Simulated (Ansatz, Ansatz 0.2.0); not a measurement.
# Lattice constants of YbSb$_2$: PBEsol and r2SCAN both leave the $a$ axis too short

## What was measured

The reference is the room-temperature cell in "Type I Superconductivity in YbSb2 Single Crystals" (2012, arXiv:1202.4772). Flux-grown crystals were powdered, and the X-ray pattern was refined by the Rietveld method. In the Cmcm setting this gives $a = 4.554$ Å, $b = 16.715$ Å and $c = 4.267$ Å, with $b$ the long stacking axis. The powder held about 5 % antimony left over from the flux. As a separate phase it adds its own lines to the pattern, which the refinement has to keep apart from those of YbSb$_2$; it does not by itself change the cell of the compound.

| compared with | measured | source's wording or label | T (K) | method |
| --- | --- | --- | --- | --- |
| a (Å) | 4.554 | a, Cmcm setting | room temperature | powder XRD, Rietveld refinement |
| b (Å) | 16.715 | b, Cmcm setting | room temperature | powder XRD, Rietveld refinement |
| c (Å) | 4.267 | c, Cmcm setting | room temperature | powder XRD, Rietveld refinement |

Conditions are those given with the value in the passage it was taken from; "not stated" means there, and the paper may say more elsewhere. The values are a selection: others may have been left out beforehand as unlike or outlying.

## Approach

I want all three axes within 0.5 % of the measured ones. That is tight enough to tell functionals apart, since their usual errors in a metal's lattice constants spread over one to two per cent. It is also about as tight as a static calculation deserves against a room-temperature cell: thermal expansion and zero-point motion together should make the measured axes longer by roughly 0.2 to 0.5 %.

The model is the six-atom primitive cell, with cell and atoms relaxed in Cmcm and without spin polarisation, which suits essentially divalent ytterbium with a filled 4f shell. The starting structure comes from earlier theory and is larger than the measured cell on every axis, most of all along $c$, so it serves only as a start.

I go straight to PBEsol, which was built for equilibrium geometries of dense solids. LDA is the cheaper habit, but it usually overbinds, and here that error would add to the missing thermal expansion. After PBEsol I mean to test the numerical settings and set one neighbouring functional beside it for scale.

Plain PBE isn't shown in this study.

System: YbSb2, ZrSi2-type orthorhombic; Cmcm (No. 63), 6 atoms in the primitive cell; the database structure is a structure relaxed by earlier theory, not a measurement: a = 4.596 Å, b = 16.877 Å, c = 4.343 Å; structure from the Materials Project.

On the selection of runs and values: Further runs on this system are not shown.

## 1. PBEsol relaxation of the full cell

This is the level I expect to come closest. I look for axes slightly shorter than measured, by a few tenths of a per cent. The point to watch is the ytterbium 4f shell, whose treatment affects the volume.

**Run 1.** Ansatz 0.2.0: PBEsol, cell and atoms relaxed from the database structure, PAW set soft_2, cutoff 420 eV (default), 8x8x8 k mesh, Gaussian smearing 0.1 eV.

Key lines of the input:
```
crystal:
  # lattice and atoms
kpoints:
  mp_grid: { grid: [8, 8, 8] }
hamiltonian:
  xc: pbesol
scf:
  occupations: { method: gaussian, width: 0.1 }
output:
  forces: true
  stress: true
relax:
  adjacent_minimum: "off"
  f_tol: 0.005
  max_steps: 60
  cell: { stress_tol: 0.03 }
```

Command:
```
ansatz run input.yaml --threads 8 --pin off --max-ram 16384MiB --backend cpu --events-out ev --progress --plain --runs-dir out
```

Selected lines of the output:
```
Basis set: ecut = 420 eV, 2991 PW (Γ) [...]
k-points: 105 of 512
relax step   1: F+E_penalty+E_count = -52989.38579773 eV  [...]  max|allowed force component| = 1.921e-1 eV/Å  [...]  P = -3.988 GPa  Ω = 168.452 Å³  (9 SCF iters, dr2 threshold 1.00e-7 eV [...]
relax step   2: F+E_penalty+E_count = -52989.59605478 eV  [...]  max|allowed force component| = 1.964e-1 eV/Å  [...]  P = +1.651 GPa  Ω = 149.965 Å³  [...]
[...]
relax step   6: F+E_penalty+E_count = -52989.62402876 eV  [...]  max|allowed force component| = 2.137e-3 eV/Å  [...]  P = +0.004 GPa  Ω = 153.516 Å³  [...]
relax step   7: F+E_penalty+E_count = -52989.62031236 eV  [...]  max|allowed force component| = 2.161e-3 eV/Å  [...]  P = -0.004 GPa  Ω = 153.516 Å³  [...]
--- Relaxed structure (6 steps of the walk, 6 accepted, 1 SCFs on fresh bases) ---
  cell:  # Å, volume = 153.5165 Å³
    - [2.2108427753150477, -8.096392717238166, 0.0]
    - [2.2108427753150477, 8.096392717238166, 0.0]
    - [0.0, 0.0, 4.288204745473916]
```

Converged; 74 s on 8 cores of Arm Neoverse V2, shared host.

| quantity | run 1 | measured | deviation |
| --- | --- | --- | --- |
| a (Å) | 4.422 | 4.554 | −0.132 (−2.9 %) |
| b (Å) | 16.193 | 16.715 | −0.522 (−3.1 %) |
| c (Å) | 4.288 | 4.267 | +0.021 (+0.5 %) |
| conventional cell volume (Å³) | 307.03 |  |  |

PBEsol misses badly on two axes: $a$ is 2.9 % and $b$ 3.1 % too short, while $c$ is 0.5 % too long and just inside the target. I had looked for a few tenths of a per cent on each. Thermal expansion and zero-point motion are far too small to cover this, and they can't explain why one axis goes the other way. The relaxation itself ended cleanly, with a residual pressure of a few thousandths of a GPa.

My first suspicion is the ytterbium 4f shell. Semilocal functionals place filled 4f states too high, because of self-interaction. If these states come up to the Fermi level, they can lose some charge to the antimony bands and take part in bonding, and ytterbium then shrinks towards its trivalent size. The sign and rough size of the volume error fit that, but this run doesn't establish it.

## 2. r2SCAN, with LDA for scale

r2SCAN carries less self-interaction error than PBEsol and should hold the 4f states lower. If the conjecture is right, $a$ and $b$ should lengthen clearly. I run LDA on the same k mesh beside it: it should come out smaller still, and it gives me a base for testing mesh and cutoff afterwards.

**Run 2.** Ansatz 0.2.0: r2SCAN, cell and atoms relaxed from the database structure, PAW set soft_2, cutoff 500 eV (default), 8x8x8 k mesh, Gaussian smearing 0.1 eV.

Key lines of the input, as changed from run 1:
```diff
  hamiltonian:
-   xc: pbesol
+   xc: r2scan
```

Selected lines of the output:
```
relax step   5: F+E_penalty+E_count = -53612.74834412 eV  [...]  max|allowed force component| = 2.605e-3 eV/Å  [...]  P = +0.002 GPa  Ω = 162.131 Å³  [...]
  cell:  # Å, volume = 162.1307 Å³
```

Converged; 2.6 min on 8 cores of Arm Neoverse V1, shared host.

**Run 3.** Ansatz 0.2.0: LDA, cell and atoms relaxed from the database structure, PAW set soft_2, cutoff 420 eV (default), 8x8x8 k mesh, Gaussian smearing 0.1 eV.

Key lines of the input, as changed from run 1:
```diff
  hamiltonian:
-   xc: pbesol
+   xc: lda
```

Selected lines of the output:
```
relax step   6: F+E_penalty+E_count = -52469.04991300 eV  [...]  max|allowed force component| = 3.312e-4 eV/Å  [...]  P = -0.002 GPa  Ω = 148.549 Å³  [...]
```

Converged; 65 s on 8 cores of Arm Neoverse V2, shared host.

| quantity | run 2 | run 3 | measured |
| --- | --- | --- | --- |
| a (Å) | 4.498 | 4.360 | 4.554 |
| b (Å) | 16.863 | 16.039 | 16.715 |
| c (Å) | 4.275 | 4.248 | 4.267 |
| conventional cell volume (Å³) | 324.26 | 297.10 |  |

r2SCAN lengthens $a$ by 0.076 Å and $b$ by 0.670 Å over PBEsol, and $c$ hardly moves. That is the direction I expected from lower-lying 4f states, but the functionals differ in more than self-interaction, so the cause remains a conjecture. LDA gives the smallest cell of the three, with $a$ and $b$ each at least 4 % short.

r2SCAN still misses the target: $a$ is 1.2 % too short and $b$ 0.9 % too long, while $c$ is within 0.2 %. Its volume lies within about 0.2 % of the product of the measured axes, but only because the errors in $a$ and $b$ nearly cancel. Judged by volume alone, this run would look much better than it is.

## 3. Nonlocal correlation, and mesh and cutoff tests

The long axis is now too long, so I add rVV10 to r2SCAN. The extra attraction should shorten $b$; I expect it to do nothing good for $a$, which is already short. With it go two LDA runs, one on a denser k mesh and one at a higher cutoff. They test the settings for LDA only, but they will show whether errors of a per cent or more can come from that side there.

**Run 4.** Ansatz 0.2.0: r2SCAN+rVV10, cell and atoms relaxed from the database structure, PAW set soft_2, cutoff 500 eV (default), 8x8x8 k mesh, Gaussian smearing 0.1 eV.

Key lines of the input, as changed from run 2:
```diff
  hamiltonian:
+   dispersion: rvv10
```

Selected lines of the output:
```
Basis set: ecut = 500 eV, 4033 PW (Γ) [...]
k-points: 105 of 512
relax step   1: F+E_penalty+E_count = -53599.36280440 eV  [...]  max|allowed force component| = 2.600e-1 eV/Å  [...]  P = -3.018 GPa  Ω = 168.452 Å³  (14 SCF iters, dr2 threshold 1.00e-7 [...]
relax step   2: F+E_penalty+E_count = -53599.46903922 eV  [...]  max|allowed force component| = 2.042e-1 eV/Å  [...]  P = +1.580 GPa  Ω = 154.703 Å³  [...]
[...]
relax step   5: F+E_penalty+E_count = -53599.49425203 eV  [...]  max|allowed force component| = 1.838e-3 eV/Å  [...]  P = +0.009 GPa  Ω = 158.540 Å³  [...]
relax step   6: F+E_penalty+E_count = -53599.49363016 eV  [...]  max|allowed force component| = 1.804e-3 eV/Å  [...]  P = +0.003 GPa  Ω = 158.540 Å³  [...]
--- Relaxed structure (5 steps of the walk, 5 accepted, 1 SCFs on fresh bases) ---
  cell:  # Å, volume = 158.5399 Å³
    - [2.2313055380842477, -8.325590462288703, 0.0]
    - [2.2313055380842477, 8.325590462288703, 0.0]
    - [0.0, 0.0, 4.2671170918815235]
```

Converged; 2.7 min on 8 cores of Arm Neoverse V1, shared host.

**Run 5.** Ansatz 0.2.0: LDA, cell and atoms relaxed from the database structure, PAW set soft_2, cutoff 420 eV (default), 10x10x10 k mesh, Gaussian smearing 0.1 eV.

Key lines of the input, as changed from run 3:
```diff
  kpoints:
-   mp_grid: { grid: [8, 8, 8] }
+   mp_grid: { grid: [10, 10, 10] }
```

Command:
```
ansatz run input.yaml --threads 4 --pin off --max-ram 16384MiB --backend cpu --events-out ev --progress --plain --runs-dir out
```

Selected lines of the output:
```
relax step   7: F+E_penalty+E_count = -52469.04916835 eV  [...]  max|allowed force component| = 1.509e-3 eV/Å  [...]  P = +0.003 GPa  Ω = 148.428 Å³  [...]
```

Converged; 3.7 min on 4 cores of Arm Neoverse V2, shared host.

**Run 6.** Ansatz 0.2.0: LDA, cell and atoms relaxed from the database structure, PAW set soft_2, cutoff 590 eV, 8x8x8 k mesh, Gaussian smearing 0.1 eV.

Key lines of the input, as changed from run 3:
```diff
+ basis:
+   ecutwfc: 590.0
```

Selected lines of the output:
```
relax step   6: F+E_penalty+E_count = -52469.05405954 eV  [...]  max|allowed force component| = 3.269e-4 eV/Å  [...]  P = -0.002 GPa  Ω = 148.511 Å³  [...]
```

Converged; took 3.1 min.

| quantity | run 4 | run 5 | run 6 | measured |
| --- | --- | --- | --- | --- |
| a (Å) | 4.463 | 4.357 | 4.359 | 4.554 |
| b (Å) | 16.651 | 15.997 | 16.036 | 16.715 |
| c (Å) | 4.267 | 4.259 | 4.249 | 4.267 |
| conventional cell volume (Å³) | 317.08 | 296.86 | 297.02 |  |

With rVV10, $b$ shortens by 0.212 Å and comes within 0.4 % of the measured value, and $c$ agrees to the printed digits. But $a$ shrinks too and is now 2.0 % short, so the target is missed again. The added attraction mends the stacking axis at the expense of an in-plane one.

In LDA the higher cutoff moves no axis by more than 0.003 Å. The denser k mesh shortens $b$ by 0.042 Å and lengthens $c$ by 0.011 Å, about 0.3 % each, while $a$ stays nearly put. Some of this may come from the stopping threshold rather than the mesh. Neither change comes near the LDA errors in $a$ and $b$. Shifts of 0.3 % do matter against a 0.5 % target, though, and a denser mesh or higher cutoff for r2SCAN, with or without rVV10, is not shown in this report. I therefore take the agreement in $b$ as a narrow pass. The 2.0 % miss in $a$ is much larger than anything the two LDA tests moved.

## All runs against the measurement

| run | settings | a (Å) | b (Å) | c (Å) | mean abs. dev. of these columns (%) | cost |
| --- | --- | --- | --- | --- | --- | --- |
| 1 | PBEsol, cutoff 420 eV (default), 8x8x8 k mesh | 4.422 | 16.193 | 4.288 | 2.2 | 9.8 core-min |
| 2 | r2SCAN, cutoff 500 eV (default), 8x8x8 k mesh | 4.498 | 16.863 | 4.275 | 0.8 | 21 core-min |
| 3 | LDA, cutoff 420 eV (default), 8x8x8 k mesh | 4.360 | 16.039 | 4.248 | 2.9 | 8.7 core-min |
| 4 | r2SCAN+rVV10, cutoff 500 eV (default), 8x8x8 k mesh | 4.463 | 16.651 | 4.267 | 0.8 | 21 core-min |
| 5 | LDA, cutoff 420 eV (default), 10x10x10 k mesh | 4.357 | 15.997 | 4.259 | 2.9 | 15 core-min |
| 6 | LDA, cutoff 590 eV, 8x8x8 k mesh | 4.359 | 16.036 | 4.249 | 2.9 | 12 core-min |
|  | measured | 4.554 | 16.715 | 4.267 |  |  |

Further runs on the same system, made beside this series (convergence steps with loose settings among them):

| further | settings | a (Å) | b (Å) | c (Å) | mean abs. dev. of these columns (%) | cost |
| --- | --- | --- | --- | --- | --- | --- |
| F1 | PBEsol+D3(BJ), cutoff 420 eV (default), 8x8x8 k mesh | 4.325 | 15.744 | 4.244 | 3.8 | 9 core-min |
| F2 | BLYP+D3(BJ), cutoff 420 eV (default), 8x8x8 k mesh | 4.411 | 16.336 | 4.289 | 2.0 | 7.7 core-min |
| F3 | BLYP, cutoff 420 eV (default), 8x8x8 k mesh | 4.658 | 17.689 | 4.379 | 3.6 | 9.5 core-min |
| F4 | r2SCAN, cutoff 500 eV (default), 4x4x4 k mesh | 4.497 | 16.773 | 4.303 | 0.8 | 4 core-min |
| F5 | LDA, cutoff 420 eV (default), 4x4x4 k mesh | 4.363 | 15.917 | 4.278 | 3.1 | 2 core-min |
|  | measured | 4.554 | 16.715 | 4.267 |  |  |

## Conclusion

PBEsol, the level I committed to, fails the target: $a$ is 2.9 % and $b$ 3.1 % too short, and only $c$ passes, narrowly. It cost 9.8 core-minutes. No level shown here brings all three axes within 0.5 %.

r2SCAN, at 21 core-minutes, comes much closer but leaves $a$ 1.2 % short and $b$ 0.9 % long. Its good volume rests on these errors cancelling. Adding rVV10 brings $b$ within 0.4 % and $c$ onto the measured value, but $a$ is then 2.0 % short. D3 shortens all three axes with PBEsol too, and makes that cell worse.

The k mesh matters more for $b$ and $c$ than for $a$. Between the coarse and the standard mesh, r2SCAN moves $b$ by 0.090 Å and $c$ by 0.028 Å, but $a$ by only 0.001 Å. A denser mesh at this level is not shown in this report, so the calls on $b$ stay provisional and I don't rank r2SCAN with and without rVV10. The short $a$ stands. The LDA cutoff test changed little and says nothing certain about r2SCAN.

Thermal expansion and zero-point motion would lengthen the static axes by roughly 0.2 to 0.5 %. That eases the miss in $a$ without removing it, and worsens the excess in $b$ with plain r2SCAN.

I still suspect 4f states placed too high, which would let ytterbium bond too strongly and shrink the cell. The longer $a$ and $b$ with r2SCAN fit this but don't prove it: BLYP, also semilocal, makes every axis too long. The suspicion also presumes that the ytterbium potential treats the 4f electrons as valence, which is not shown in this report. Nor is the effect of another ytterbium potential, or that of a Hubbard $U$ on the 4f shell, which would test the suspicion most directly.

[Logs are printed without paths, hosts, clocks, repeated set-up lines and the standing remarks that a program may print on its own settings, such as how far it seeks lower states.]

[The runs shown are a pick from a larger set of finished runs; failed, doubtful and other runs were left out of it ahead of writing. So were measured values far from every level or from commonly accepted values, and agreement can look better than it is. Lines of input and output are excerpts and may be shortened.]
